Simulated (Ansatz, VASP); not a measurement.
# One calculation of TiCo, two programs

Contents of INCAR:

```
SYSTEM = TiCo
  ALGO = Normal
  EDIFF = 1E-7
  EDIFFG = -0.005
  ENCUT = 600
  GGA = RE
  IBRION = 2
  ISIF = 3
  ISMEAR = -1
  ISPIN = 2
  LASPH = .TRUE.
  LCHARG = .FALSE.
  LMAXMIX = 4
  LORBIT = 11
  LREAL = .FALSE.
  LWAVE = .FALSE.
  MAGMOM = 2 1
  NELM = 150
  NSW = 80
  PREC = Accurate
  SIGMA = 0.05
```

Contents of KPOINTS:

```
k-points
0
G
  9 9 9
  0 0 0
```

Contents of POSCAR:

```
TiCo
1.0
    2.9861109900      0.0000000000      0.0000000000
    0.0000000000      2.9861109900      0.0000000000
    0.0000000000      0.0000000000      2.9861109900
Co Ti
1 1
Direct
    0.5000000000      0.5000000000      0.5000000000
    0.0000000000      0.0000000000      0.0000000000
```

input.yaml

```yaml
crystal:
  lattice:
    - [2.98611099, 0.0, 0.0]
    - [0.0, 2.98611099, 0.0]
    - [0.0, 0.0, 2.98611099]
  atoms:
    - { symbol: Co, position: [0.5, 0.5, 0.5], spin: 2.0 }
    - { symbol: Ti, position: [0.0, 0.0, 0.0], spin: 1.0 }
kpoints:
  mp_grid: { grid: [9, 9, 9] }
scf:
  occupations: { method: fermi_dirac, width: 0.05 }
hamiltonian:
  xc: revpbe
  pseudopotentials: { kind: all_electron, lapw: { basis_error: 0.001 } }
magnetization:
  spin_polarized: true
output:
  forces: true
  stress: true
relax:
  f_tol: 0.005
  max_steps: 60
  cell: {}
```

The cell comes from a database or a generator and needn't be the stable form of this composition.

Alike in both runs: task relaxation of cell and atoms; functional revPBE; k mesh 9 × 9 × 9; occupations fermi-dirac, width 0.05 eV; collinear spin.

```csv
,VASP,Ansatz
version,VASP 6.6.1,Ansatz 0.2.0
potentials or method,"VASP PAW PBE potentials, release 64 (Co, Ti_sv)","all-electron LAPW, scalar-relativistic"
plane-wave cutoff (eV),600,see its input
```

VASP gave:

| Quantity | Value |
| --- | --- |
| net moment per atom (μB) | 0.42 |
| size of the moment on the site where the two differ most (μB) | 0.95 |
| relaxed volume (Å³/atom) | 13.50 |
| relaxed cell length with the largest relative difference (Å) | 3.000 |
| energy change over the relaxation (meV/atom) | -1 |

Question: Estimate Ansatz's values.

Answer: net moment per atom (μB): 0.43; size of the moment on the site where the two differ most (μB): 1.01; relaxed volume (Å³/atom): 13.55; relaxed cell length with the largest relative difference (Å): 3.004; energy change over the relaxation (meV/atom): -2.

Site moments also hang on the region over which each program counts them. Ansatz ran all-electron here, so the differences hold the error of VASP's frozen core and of both bases.

Caveats: the PAW data sets were made with another functional, which shifts forces and pressure a little (VASP).
